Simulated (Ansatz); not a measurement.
Runs of Ansatz 0.2.0 on Nb. The structure is cubic, space group Im-3m (No. 229). Conventional cell: a = 3.328 Å, b = 3.328 Å, c = 3.328 Å, α = 90.00°, β = 90.00°, γ = 90.00°. Around Nb (site symmetry m-3m) lie 8 Nb at 2.88 Å. 

```tsv
task	level	potentials or basis	spin	U	cell	k mesh	cutoff (eV)	smearing	double counting	hubbard projectors	points for each segment of the path	other keys	mesh quality	gap on the mesh (eV)	pressure (GPa)
density of states	PBEsol+D4+U	Ansatz PAW	off	Nb d U = 3 eV	as given	11 × 11 × 11	420	fermi-dirac 0.025 eV	amf	ortho-atomic (the default)	-	-	not flagged	none	(a)
single point	PBE	Ansatz PAW	off	-	cell strained at random at fixed volume	11 × 11 × 11	420	fermi-dirac 0.05 eV	-	-	-	-	not flagged	none	-2.1
band structure	RPBE+D3(BJ)-ATM+U	PseudoDojo standard (PBEsol files)	SOC, no magnetisation	Nb d U = 3.5 eV	as given	11 × 11 × 11	1116	gaussian 0.15 eV	amf	all-electron-ortho-atomic	14	accuracy = high; hamiltonian.xc = rpbe	not flagged	none	-42.2
single point	PBEsol+D3(BJ)-ATM+U	Ansatz PAW earlier set	collinear, ferromagnetic start	Nb d U = 4.0 eV	as given	11 × 11 × 11	708	gaussian 0.15 eV	fll	ortho-atomic (the default)	-	hamiltonian.dispersion = d3bjatm; scf.n_extra_bands = 2	not flagged	none	-9.9
density of states	PBE+D3(BJ)-ATM	PseudoDojo stringent (PBE files)	off	-	cell strained at random at fixed volume	7 × 7 × 7	1116	cold 0.01 eV	-	-	-	-	coarse	none	-7.2
electron localisation function	PBE	PseudoDojo standard (PBE files)	SOC, no magnetisation	-	as given	11 × 11 × 11	1116	fermi-dirac 0.1 eV	-	-	-	-	not flagged	none	-1.7
band structure	PBE+D4	SSSP efficiency PAW	off	-	as given	11 × 11 × 11	544	cold 0.005 eV	-	-	14	scf.occupations.method = cold; scf.occupations.width = 0.005	not flagged	none	(b)
single point	PBE	Ansatz PAW	off	-	as given	11 × 11 × 11	420	fermi-dirac 0.05 eV	-	-	-	-	not flagged	none	-2.0
```

Q: Fill in the values left out.

A: (a) -9.2; (b) -4.4.

Caveats: some runs use coarse meshes; pairwise dispersion overbinds metals, which lowers pressure and volume (some runs); the U is typed as a test and isn't derived for this compound (some runs); U without spin polarisation on a metal has little footing (some runs); the PAW data sets come from PBE, with cores solved anew for the run's functional, which leaves a small shift of forces and pressure (some runs); the potentials were made for another functional, which shifts forces and pressure (some runs); a pressure of tens of GPa on the cell as given is suspect, and the run, the potentials or the cell itself is likely at fault (some runs); the magnetic or orbital state may not be the lowest (some runs).

A k mesh can miss the band edges, and rows without SOC leave out spin-orbit coupling on Nb.

A gap of «none» marks a metal or a gap under the smearing width.
